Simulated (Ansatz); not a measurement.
# Si(111) with Br: bands and core levels, part 3 of 4

What would XPS and angle-resolved spectra of Si(111) with Br look like?

Ansatz 0.2.0; DFT, PBE, plane-wave PAW, scalar-relativistic; PAW set soft_1 (the session's first sound run).

So far, gap on the k-mesh (eV): step 2 (relaxation) 0.981.

### 3. Layer-resolved bands, DOS and potential (continued)

The planar mean, electrostatic potential oscillates, so the rows of the table below give means over windows of 1 Å about each position, cut where the curve ends. Its maxima inside the range that stand out by 2 % of the span (Å: eV): 10.5: 1.98, 13.6: 1.99, 16.8: 2.39, 23.5: 5.35. Its minima: 8.8: -10.2, 12.0: -10.2, 15.1: -10.3, 17.8: -6.12.

From the valence-band maximum. Table of planar mean, electrostatic potential by z; means over each step:

z (Å), planar mean, electrostatic potential (eV) and a bar from the least value:
```
        0        4.9 #############################
        1        4.6 ############################
        2        4.5 ############################
        3        4.5 ############################
        4        4.5 ############################
        5        4.5 ############################
        6        4.3 ############################
        7        2.5 ########################
        8       -3.3 ###########
        9       -8.4 
       10       -0.9 ################
       11       -2.1 ##############
       12       -8.5 
       13       -2.2 ##############
       14       -0.8 #################
       15       -8.4 
       16       -3.5 ###########
       17        0.1 ###################
       18       -4.0 ##########
       19        4.1 ###########################
       20        5.3 ##############################
       21        5.3 ##############################
       22        5.3 ##############################
       23        5.3 ##############################
       24        5.2 ##############################
```

The intensity has structure finer than the step of the table below, so its rows give means over 1 eV, whole bins alone (the curve runs from -17.0 to 1.41 eV). Peaks (eV: height): Br K-beta valence -2.4: 100.0; Br K-beta valence, E along x -2.1: 128; Br K-beta valence, E along y -2.1: 128; Br K-beta valence, E along z -4.0: 82.2; Br L3-N1 -14.9: 99.7.

Shapes are the site's partial DOS without matrix elements, which overweights lines from ligand s bands. The intensity by emission energy less the core level's binding energy, zero at the valence-band maximum; means over each step; 7 of 10 lines; values in % of the unpolarised maximum:

| emission energy less the core level's binding energy (eV) | Br K-beta valence | Br K-beta valence, E along x | Br K-beta valence, E along y | Br K-beta valence, E along z | Br L3-N1 | Si K-beta | Si K-beta, E along x |
| --- | --- | --- | --- | --- | --- | --- | --- |
| -16 | 1.77 | 1.53 | 1.53 | 2.24 | 29.3 | 0.853 | 0.395 |
| -15 | 2.19 | 1.81 | 1.81 | 2.93 | 86.3 | 3.76 | 0.942 |
| -14 | 2.47 | 2.09 | 2.09 | 3.23 | 37.7 | 1.30 | 0.653 |
| -13 | 2.87 | 2.45 | 2.45 | 3.73 | 9.75 | 0.871 | 0.788 |
| -12 | 3.64 | 2.96 | 2.96 | 4.99 | 4.51 | 1.80 | 1.76 |
| -11 | 4.91 | 3.68 | 3.68 | 7.35 | 3.48 | 6.36 | 6.50 |
| -10 | 6.84 | 4.73 | 4.73 | 11.1 | 3.73 | 13.3 | 14.1 |
| -9 | 9.54 | 6.30 | 6.30 | 16.0 | 3.67 | 16.5 | 18.3 |
| -8 | 13.6 | 8.82 | 8.82 | 23.1 | 3.24 | 13.7 | 15.6 |
| -7 | 20.1 | 13.2 | 13.2 | 33.9 | 3.13 | 26.4 | 26.0 |
| -6 | 30.4 | 21.2 | 21.2 | 48.8 | 2.85 | 27.9 | 26.7 |
| -5 | 47.6 | 37.8 | 37.8 | 67.2 | 2.55 | 28.8 | 26.6 |
| -4 | 73.3 | 69.7 | 69.7 | 80.4 | 2.53 | 74.9 | 69.4 |
| -3 | 94.1 | 109 | 109 | 64.8 | 1.37 | 92.7 | 95.6 |
| -2 | 97.1 | 125 | 125 | 40.5 | 0.691 | 93.4 | 95.9 |
| -1 | 73.7 | 98.7 | 98.7 | 23.8 | 0.396 | 54.0 | 60.3 |
| 0 | 41.7 | 55.8 | 55.8 | 13.4 | 0.273 | 16.5 | 21.6 |

Sums over each group's atoms; left-over states aren't shared out by site. Site centres, by row:

| group | element | shell | occupied states | centre of occupied part (eV) | centre up to the window's top (eV) |
| --- | --- | --- | --- | --- | --- |
| adsorbate | Br | 4s | 7.498 | -14.13 | -13.54 |
| adsorbate | Br | 4p | 20.95 | -2.853 | -2.388 |
| layer 1 | Si | 3s | 4.833 | -8.411 | -5.266 |
| layer 1 | Si | 3p | 10.07 | -4.695 | -1.693 |
| layer 2 | Si | 3s | 4.88 | -7.863 | -5.286 |
| layer 2 | Si | 3p | 11.17 | -3.676 | -1.488 |
| layer 3 | Si | 3s | 4.847 | -7.986 | -5.217 |
| layer 3 | Si | 3p | 11.03 | -3.77 | -1.41 |
| middle | Si | 3s | 4.834 | -8.003 | -5.137 |
| middle | Si | 3p | 11.02 | -3.773 | -1.383 |
| other layers | Si | 3s | 9.523 | -8.143 | -5.348 |
| other layers | Si | 3p | 21.88 | -3.74 | -1.394 |
| other layers | H | 1s | 4.111 | -5.18 | -3.137 |

Shapes are the site's partial DOS without matrix elements, which overweights lines from ligand s bands. Emission peaks, by row:

| line | energy (eV) | height (%) |
| --- | --- | --- |
| Br K-beta valence | -2.363 | 100 |
| Br K-beta valence, E along x | -2.113 | 127.7 |
| Br K-beta valence, E along y | -2.113 | 127.7 |
| Br K-beta valence, E along z | -3.963 | 82.16 |
| Br L3-N1 | -14.91 | 100 |
| Si K-beta | -9.113 | 17.51 |
| Si K-beta | -6.613 | 35.91 |
| Si K-beta | -2.563 | 100 |
| Si K-beta, E along x | -9.113 | 19.3 |
| Si K-beta, E along x | -6.613 | 33.16 |
| Si K-beta, E along x | -2.563 | 106.6 |
| Si K-beta, E along y | -9.113 | 19.3 |
| Si K-beta, E along y | -6.613 | 33.16 |
| Si K-beta, E along y | -2.563 | 106.6 |
| Si K-beta, E along z | -14.91 | 12.27 |
| Si K-beta, E along z | -9.113 | 13.95 |
| Si K-beta, E along z | -6.563 | 41.68 |
| Si K-beta, E along z | -5.363 | 28.17 |
| Si K-beta, E along z | -3.863 | 96.1 |
| Si K-beta, E along z | -2.763 | 87.73 |
| Si K-beta, E along z | -1.813 | 93.29 |
| Si L2,3 | -11.31 | 29.99 |
| Si L2,3 | -10.61 | 63.65 |
| Si L2,3 | -9.663 | 100 |
| Si L2,3 | -9.063 | 96.72 |
| Si L2,3 | -8.313 | 59.1 |
| Si L2,3 | -7.413 | 45.31 |
| Si L2,3 | -6.663 | 84.27 |
| Si L2,3 | -3.813 | 20.27 |

Broadened DOS, unweighted empty DOS against E, zero at the valence-band maximum; read off at these points:

| E (eV) | broadened DOS, unweighted empty DOS (states/eV/cell) |
| --- | --- |
| -0.94 | 0 |
| -0.74 | 0 |
| -0.64 | 0 |
| -0.44 | 0 |
| -0.24 | 0 |
| -0.14 | 0 |
| -0.04 | 7.2e-5 |
| 0.06 | 4.6e-4 |
| 0.26 | 0.0111 |
| 0.36 | 0.0415 |
| 0.56 | 0.344 |
| 0.76 | 1.44 |
| 0.86 | 2.28 |
| 1.06 | 3.69 |
| 1.26 | 4.36 |
| 1.36 | 5.21 |
| 1.56 | 9.19 |
| 1.66 | 11.6 |
| 1.86 | 14.4 |
| 2.06 | 13.8 |
| 2.16 | 13.5 |
| 2.36 | 14.6 |
| 2.56 | 18.0 |
| 2.66 | 19.6 |
| 2.86 | 21.2 |
| 2.96 | 21.3 |
| 3.06 | 20.9 |
| 3.16 | 20.2 |
| 3.36 | 18.2 |
| 3.56 | 17.5 |
| 3.66 | 18.1 |
| 3.86 | 22.7 |

The spectra weight each projected shell by its atomic cross section (Dirac–Hartree–Slater) and angular factor, for unpolarised light with the analyser at 90° from the beam. Broadening, on top of any smearing of the DOS itself: a Gaussian of 0.1 eV and a Lorentzian of 0.1 eV plus 0 times the binding energy (full widths), Fermi edge at 300 K. Each atom is damped by exp[−depth/(λ cos θ)], θ = 0° from the normal, λ from the universal curve. Curves are cut 10 eV under the photon energy, above any shell that the free atom's threshold puts out of reach, or at the lower edge of the window: 11.2 eV at 21.2 eV, 17 eV at 40.8 eV, 17 eV at 1486.7 eV and 17 eV at 8047.8 eV. Dipole terms alone, which is rough above 3 keV; no background, satellites or final-state effects.

How the area divides among the shells (%):

| shell | 21.2 eV | 40.8 eV | 1486.7 eV | 8047.8 eV |
| --- | --- | --- | --- | --- |
| Br 4s | 0.0 | 5.3 | 22.5 | 44.6 |
| Br 4p | 87.2 | 45.7 | 40.8 | 26.5 |
| Si 3s | 2.8 | 20.7 | 28.0 | 27.4 |
| Si 3p | 5.9 | 26.6 | 8.6 | 1.5 |
| H 1s | 4.1 | 1.6 | 0.0 | 0.0 |

Cross sections used, in Mb an electron:

| shell | 21.2 eV | 40.8 eV | 1486.7 eV | 8047.8 eV |
| --- | --- | --- | --- | --- |
| Br 4s | - | 0.062 | 0.0013 | 3.9e-5 |
| Br 4p | 3.2 | 0.20 | 8.7e-4 | 9.9e-6 |
| Si 3s | 0.13 | 0.19 | 5.3e-4 | 7.1e-6 |
| Si 3p | 0.15 | 0.14 | 8.8e-5 | 2.4e-7 |
| H 1s | 1.9 | 0.29 | 3.0e-6 | 9.6e-9 |

Regions along c: top from 15.2 to 21.8 Å, middle from 9.8 to 15.0 Å, bottom from 3.0 to 9.7 Å.

States with weight above 0.08 nearest the zero at K of the zone, within the window kept, -7.5 to 4.7 eV (levels that the program groups as degenerate share a row):

| E (eV) | weight, total | weight, top | weight, middle | weight, bottom |
| --- | --- | --- | --- | --- |
| -3.85 | 1.00 | 0.42 | 0.21 | 0.34 |
| -3.27 | 1.00 | 0.19 | 0.43 | 0.36 |
| -3.15 | 1.00 | 0.64 | 0.27 | 0.09 |
| -2.72 | 1.00 | 0.42 | 0.41 | 0.16 |
| -2.16 | 1.00 | 0.46 | 0.38 | 0.14 |
| -1.87 | 1.00 | 0.51 | 0.43 | 0.04 |
| 1.93 | 1.00 | 0.26 | 0.64 | 0.09 |
| 2.53 | 1.00 | 0.11 | 0.54 | 0.33 |
| 2.60 | 1.00 | 0.19 | 0.54 | 0.24 |
| 3.82 | 1.00 | 0.29 | 0.43 | 0.26 |

States with weight above 0.08 nearest the zero at Γ of the zone, within the window kept, -7.5 to 4.7 eV (levels that the program groups as degenerate share a row):

| E (eV) | weight, total | weight, top | weight, middle | weight, bottom |
| --- | --- | --- | --- | --- |
| -1.67 | 2.00 | 1.77 | 0.19 | 0.00 |
| -1.57 | 1.00 | 0.20 | 0.55 | 0.24 |
| -0.93 | 2.00 | 0.11 | 1.36 | 0.50 |
| -0.43 | 2.00 | 0.35 | 0.58 | 1.00 |
| 0.00 | 2.00 | 0.70 | 0.94 | 0.27 |
| 1.66 | 1.00 | 0.20 | 0.62 | 0.14 |
| 1.98 | 1.00 | 0.22 | 0.42 | 0.33 |
| 2.29 | 1.00 | 0.08 | 0.54 | 0.36 |
| 3.00 | 2.00 | 0.26 | 1.19 | 0.50 |
| 3.23 | 1.00 | 0.35 | 0.39 | 0.23 |

States with weight above 0.08 nearest the zero at M of the zone, within the window kept, -7.5 to 4.7 eV (levels that the program groups as degenerate share a row):

| E (eV) | weight, total | weight, top | weight, middle | weight, bottom |
| --- | --- | --- | --- | --- |
| -2.77 | 1.00 | 0.37 | 0.44 | 0.17 |
| -2.76 | 1.00 | 0.44 | 0.47 | 0.04 |
| -2.35 | 1.00 | 0.27 | 0.38 | 0.33 |
| -1.95 | 1.00 | 0.27 | 0.57 | 0.15 |
| -1.68 | 1.00 | 0.17 | 0.35 | 0.47 |
| -1.02 | 1.00 | 0.59 | 0.33 | 0.04 |
| 0.98 | 1.00 | 0.11 | 0.69 | 0.17 |
| 1.49 | 1.00 | 0.22 | 0.57 | 0.19 |
| 1.63 | 1.00 | 0.24 | 0.26 | 0.46 |
| 1.98 | 1.00 | 0.17 | 0.56 | 0.24 |

The largest force component on a free atom is 0.010 eV/Å, so the atoms are at rest for these settings too.

### 4. Z+1 stand-in on atom 5

System of this step: Si23PH4Br4. The cell holds 32 atoms: 4 Br, 1 P, 23 Si and 4 H. Its edges and angles: a = 7.679 Å, b = 7.679 Å, c = 24.774 Å, α = 90.0°, β = 90.0°, γ = 60.0°. It derives from Si. Regions: ad, 4 atoms (4 Br); L1, 4 atoms (1 P and 3 Si); L2, 4 atoms (4 Si); L3, 4 atoms (4 Si); mid, 4 atoms (4 Si); rest, 12 atoms (8 Si and 4 H). Vacuum lies along c.

An atom with a screened core hole acts much like the next element, so total energies with that element on different sites give core-level shifts.

Contents of input.yaml:

```yaml
crystal:
  lattice:
    - [7.6791796437, 0.0, 0.0]
    - [3.8395898218, 6.6503646517, 0.0]
    - [0.0, 0.0, 24.7737769138]
  atoms:
    - { symbol: Br, position: [0.0, 0.0, 0.7181763716] }
    - { symbol: Br, position: [0.5, 0.0, 0.7181763716] }
    - { symbol: Br, position: [0.0, 0.5, 0.7181763716] }
    - { symbol: Br, position: [0.5, 0.5, 0.7181763716] }
    - { symbol: P, position: [0.0, 0.0, 0.6276930952] }
    - { symbol: Si, position: [0.5, 0.0, 0.6276930952] }
    - { symbol: Si, position: [0.0, 0.5, 0.6276930952] }
    - { symbol: Si, position: [0.5, 0.5, 0.6276930952] }
    - { symbol: Si, position: [0.8333333333, 0.3333333333, 0.5962373501] }
    - { symbol: Si, position: [0.3333333333, 0.3333333333, 0.5962373501] }
    - { symbol: Si, position: [0.8333333333, 0.8333333333, 0.5962373501] }
    - { symbol: Si, position: [0.3333333333, 0.8333333333, 0.5962373501] }
    - { symbol: Si, position: [0.8333333333, 0.3333333333, 0.5006848683] }
    - { symbol: Si, position: [0.3333333333, 0.3333333333, 0.5006848683] }
    - { symbol: Si, position: [0.8333333333, 0.8333333333, 0.5006848683] }
    - { symbol: Si, position: [0.3333333333, 0.8333333333, 0.5006848683] }
    - { symbol: Si, position: [0.1666666667, 0.1666666667, 0.4683903083] }
    - { symbol: Si, position: [0.6666666667, 0.1666666667, 0.4683903083] }
    - { symbol: Si, position: [0.1666666667, 0.6666666667, 0.4683903083] }
    - { symbol: Si, position: [0.6666666667, 0.6666666667, 0.4683903083] }
    - { symbol: Si, position: [0.1666666667, 0.1666666667, 0.373126513] }
    - { symbol: Si, position: [0.6666666667, 0.1666666667, 0.373126513] }
    - { symbol: Si, position: [0.1666666667, 0.6666666667, 0.373126513] }
    - { symbol: Si, position: [0.6666666667, 0.6666666667, 0.373126513] }
    - { symbol: Si, position: [0.0, 0.0, 0.341490118] }
    - { symbol: Si, position: [0.5, 0.0, 0.341490118] }
    - { symbol: Si, position: [0.0, 0.5, 0.341490118] }
    - { symbol: Si, position: [0.5, 0.5, 0.341490118] }
    - { symbol: H, position: [0.0, 0.0, 0.282556835] }
    - { symbol: H, position: [0.5, 0.0, 0.282556835] }
    - { symbol: H, position: [0.0, 0.5, 0.282556835] }
    - { symbol: H, position: [0.5, 0.5, 0.282556835] }
kpoints:
  mp_grid: { grid: [3, 3, 1] }
scf:
  occupations: { method: fermi_dirac, width: 0.02 }
  n_extra_bands: 25
hamiltonian:
  xc: pbe
  pseudopotentials: { kind: paw, azcp: { folder: soft_1 } }
output:
  forces: true
  write_potential: true
  volumetric_format: []
efield:
  axis: 3
  dipole_correction: true
```

The run is started by

```
$ ansatz run input.yaml --threads 4 --pin off --max-ram 11264MiB --backend cpu --events-out ev --progress --plain --runs-dir out
```

Numbers of over 12 decimals in the logs are rounded to 6 here.

The log of the run:

```text
[...]
Crystal: 32 atoms, lattice volume = 1265.181 Å³
Basis set: ecut = 420 eV, 24701 PW (Γ), exchange–correlation on 108×108×360 points (8 copies of the dense FFT grid, shifted against one another)
Bands: 90, of which v1, the nominal top of the filled ones, is band 65 counted from 1 (64 counted from 0)
Symmetry: 6 space group operations
[...]
k-points: 3 of 9 (time reversal used)
[...]
SCF iter   1: F=—  HF=-26581.293567 eV  |F-HF|=—  |Δ(HF+E_count)|=         —  Δρ=3.48e-2  dr2=1.62e1  ethr=3.10e-3  p=0.000 e·Å  D=2.52e-7 V/Å  ΔV_dip=-0.00 eV  dr2_dipole=9.51e-1  V_vac-E_F(+/−)=5.49/5.49 eV  ⟨swp⟩=10.0  Hψ=1650  notcnv=0  defer=1
[...]
SCF iter  14: F=-26577.321925 eV  HF=-26577.321925 eV  |F-HF|=2.91e-8  |Δ(HF+E_count)|=   4.98e-8  Δρ=1.35e-6  dr2=8.68e-8  ethr=7.75e-11  p=-0.137 e·Å  D=-1.95e-2 V/Å  ΔV_dip=0.48 eV  dr2_dipole=2.31e-10  V_vac-E_F(+/−)=4.20/3.71 eV  ⟨swp⟩=24.3  Hψ=2917  notcnv=0
SCF 1 converged in 14 iterations: F = -26577.321925 eV  dr2 = 8.68e-8
[...]
SCF converged after 14 iterations
Free energy (F): -26577.321925 eV
[...]
Internal energy: -26577.298213 eV  (E = F + TS)
E sigma→0 (E₀):  -26577.310069 eV
Entropy (-TS):   -0.023713 eV (-0.741 meV/atom)
Fermi energy:    1.122895 eV
Dipole field:    D = -0.019541 V/Å  (p = -0.136628 e·Å, saw-weighted, corrected)
Work function:   Φ+ = 4.1967 eV   Φ− = 3.7126 eV
[...]
--- Forces (eV/Å), atoms counted from 1 ---
  atom   1  Br    -0.00000000     0.00000000    -0.02658806
  atom   2  Br     0.00000000    -0.01089924     0.08602103
  atom   3  Br    -0.00943902     0.00544962     0.08602103
  atom   4  Br     0.00943902     0.00544962     0.08602103
  atom   5  P     -0.00000000     0.00000000    -0.41061431
  atom   6  Si    -0.00000000     0.15514493    -0.03515196
  atom   7  Si     0.13435945    -0.07757247    -0.03515196
  atom   8  Si    -0.13435945    -0.07757247    -0.03515196
  atom   9  Si    -0.00000000     0.20861232    -0.02259594
  atom  10  Si     0.00000000     0.00000000     0.00629307
  atom  11  Si    -0.18066357    -0.10430616    -0.02259594
  atom  12  Si     0.18066357    -0.10430616    -0.02259594
  atom  13  Si     0.00000000    -0.11127853    -0.04533652
  atom  14  Si    -0.00000000    -0.00000000    -0.03714585
  atom  15  Si     0.09637004     0.05563927    -0.04533652
  atom  16  Si    -0.09637004     0.05563927    -0.04533652
  atom  17  Si     0.01017691     0.00587564     0.08485202
  atom  18  Si    -0.01017691     0.00587564     0.08485202
  atom  19  Si     0.00000000    -0.01175129     0.08485202
  atom  20  Si     0.00000000     0.00000000     0.29784192
  atom  21  Si    -0.00765130    -0.00441748    -0.09051662
  atom  22  Si     0.00765130    -0.00441748    -0.09051662
  atom  23  Si    -0.00000000     0.00883496    -0.09051662
  atom  24  Si    -0.00000000    -0.00000000    -0.17680498
  atom  25  Si     0.00000000     0.00000000     0.87154532
  atom  26  Si    -0.00000000     0.01034031     0.87488354
  atom  27  Si     0.00895497    -0.00517016     0.87488354
  atom  28  Si    -0.00895497    -0.00517016     0.87488354
  atom  29  H     -0.00000000     0.00000000    -0.77273363
  atom  30  H      0.00000000    -0.00256682    -0.76944955
  atom  31  H     -0.00222293     0.00128341    -0.76944955
  atom  32  H      0.00222293     0.00128341    -0.76944955
  max |Σ_I F_I| component: 8.85e-5 eV/Å
--- Band table (eV) ---
  k-point 0: bands = [... 61 lower, -0.3063, 0.1034, 0.1034, 0.7001, 1.1558, 1.1558, 1.1702, 1.5285, ... 21 higher]
  k-point 1: bands = [... 61 lower, -0.8941, -0.6538, -0.2510, 1.1217, 1.3434, 1.7517, 1.9716, 1.9717, ... 21 higher]
  k-point 2: bands = [... 61 lower, -1.0755, -1.0234, -0.9849, 1.4616, 2.1218, 2.2263, 2.4059, 2.6388, ... 21 higher]
```

Wall time 14 s (4 threads of Arm Neoverse V2, shared host); peak memory 1.8 GiB; 55 s of CPU time.

This run has no spin polarisation although its electron count is odd.

This step gave:

```yaml
free_energy: -26577.3219 eV
energy_at_zero_smearing: -26577.3101 eV
smearing_term_ts: 0.02371 eV
fermi_energy: 1.123 eV
symmetry_operations: 6
```

### 5. Z+1 stand-in on atom 8

System of this step: Si23PH4Br4. The cell holds 32 atoms: 4 Br, 23 Si, 1 P and 4 H. Cell: a = 7.679 Å, b = 7.679 Å, c = 24.774 Å, α = 90.0°, β = 90.0°, γ = 60.0°. It derives from Si. Regions: ad, 4 atoms (4 Br); L1, 4 atoms (3 Si and 1 P); L2, 4 atoms (4 Si); L3, 4 atoms (4 Si); mid, 4 atoms (4 Si); rest, 12 atoms (8 Si and 4 H). Vacuum lies along c.

The same swap on atom 8.

Edit input.yaml of step 4 so:

```diff
@@ -10,6 +10,6 @@
     - { symbol: Br, position: [0.5, 0.5, 0.7181763716] }
-    - { symbol: P, position: [0.0, 0.0, 0.6276930952] }
+    - { symbol: Si, position: [0.0, 0.0, 0.6276930952] }
     - { symbol: Si, position: [0.5, 0.0, 0.6276930952] }
     - { symbol: Si, position: [0.0, 0.5, 0.6276930952] }
-    - { symbol: Si, position: [0.5, 0.5, 0.6276930952] }
+    - { symbol: P, position: [0.5, 0.5, 0.6276930952] }
     - { symbol: Si, position: [0.8333333333, 0.3333333333, 0.5962373501] }
```

The log of the run:

```text
[...]
Crystal: 32 atoms, lattice volume = 1265.181 Å³
Basis set: ecut = 420 eV, 24701 PW (Γ), exchange–correlation on 108×108×360 points (8 copies of the dense FFT grid, shifted against one another)
Bands: 90, of which v1, the nominal top of the filled ones, is band 65 counted from 1 (64 counted from 0)
Symmetry: 6 space group operations
[...]
max |Σ_I F_I| component: 8.14e-5 eV/Å
--- Band table (eV) ---
  k-point 0: bands = [... 61 lower, -0.3063, 0.1034, 0.1034, 0.7000, 1.1558, 1.1558, 1.1702, 1.5285, ... 21 higher]
  k-point 1: bands = [... 61 lower, -0.8941, -0.6538, -0.2510, 1.1217, 1.3433, 1.7517, 1.9716, 1.9717, ... 21 higher]
  k-point 2: bands = [... 61 lower, -1.0755, -1.0234, -0.9849, 1.4615, 2.1218, 2.2263, 2.4059, 2.6388, ... 21 higher]
[key lines of the parts left out:]
SCF converged after 14 iterations
Free energy (F): -26577.321925 eV
Fermi energy:    1.122890 eV
Dipole field:    D = -0.019543 V/Å  (p = -0.136643 e·Å, saw-weighted, corrected)
Work function:   Φ+ = 4.1967 eV   Φ− = 3.7126 eV
```

Elapsed: 15 s, on 4 threads; peak memory 1.8 GiB.

### 6. Z+1 stand-in on atom 9

System of this step: Si23PH4Br4. The cell holds 32 atoms: 4 Br, 23 Si, 1 P and 4 H. Cell: a = 7.679 Å, b = 7.679 Å, c = 24.774 Å, α = 90.0°, β = 90.0°, γ = 60.0°. It derives from Si. Regions: ad, 4 atoms (4 Br); L1, 4 atoms (4 Si); L2, 4 atoms (1 P and 3 Si); L3, 4 atoms (4 Si); mid, 4 atoms (4 Si); rest, 12 atoms (8 Si and 4 H). Vacuum lies along c.

The same swap on atom 9.

Edit input.yaml of step 5 so:

```diff
@@ -13,4 +13,4 @@
     - { symbol: Si, position: [0.0, 0.5, 0.6276930952] }
-    - { symbol: P, position: [0.5, 0.5, 0.6276930952] }
-    - { symbol: Si, position: [0.8333333333, 0.3333333333, 0.5962373501] }
+    - { symbol: Si, position: [0.5, 0.5, 0.6276930952] }
+    - { symbol: P, position: [0.8333333333, 0.3333333333, 0.5962373501] }
     - { symbol: Si, position: [0.3333333333, 0.3333333333, 0.5962373501] }
```

The log of the run:

```text
[...]
Crystal: 32 atoms, lattice volume = 1265.181 Å³
Basis set: ecut = 420 eV, 24701 PW (Γ), exchange–correlation on 108×108×360 points (8 copies of the dense FFT grid, shifted against one another)
Bands: 90, of which v1, the nominal top of the filled ones, is band 65 counted from 1 (64 counted from 0)
Symmetry: 6 space group operations
[...]
max |Σ_I F_I| component: 1.88e-5 eV/Å
--- Band table (eV) ---
  k-point 0: bands = [... 61 lower, -0.3259, 0.1321, 0.1321, 0.7364, 1.1706, 1.1706, 1.4958, 1.5898, ... 21 higher]
  k-point 1: bands = [... 61 lower, -0.9131, -0.6620, -0.2328, 1.2005, 1.6351, 1.9147, 1.9153, 2.0432, ... 21 higher]
  k-point 2: bands = [... 61 lower, -1.0951, -1.0611, -0.9571, 2.0435, 2.1780, 2.3399, 2.4438, 2.4617, ... 21 higher]
[key lines of the parts left out:]
SCF converged after 14 iterations
Free energy (F): -26578.085093 eV
Fermi energy:    1.188011 eV
Dipole field:    D = -0.020025 V/Å  (p = -0.140014 e·Å, saw-weighted, corrected)
Work function:   Φ+ = 4.1320 eV   Φ− = 3.6359 eV
```

Elapsed: 15 s, on 4 threads; peak memory 1.8 GiB.

Numbers from this step:

* free energy: -26578.0851 eV
* energy at zero smearing: -26578.0738 eV
* smearing term TS: 0.02263 eV
* Fermi energy: 1.188 eV

(Part 3 of 4 ends here.)

[Logs are printed without paths, hosts, clocks, repeated set-up lines and the standing remarks that a program may print on its own settings, such as how far it seeks lower states.]

[Hosts, paths, dates, database ids (printed as entryN), source tags and the programs' standing remarks are cut or masked in the printed files.]

[Maps of the electrostatic potential energy from Ansatz leave out the sawtooth potential of an applied field or a dipole correction, so their vacuum need not be flat; work functions include it.]
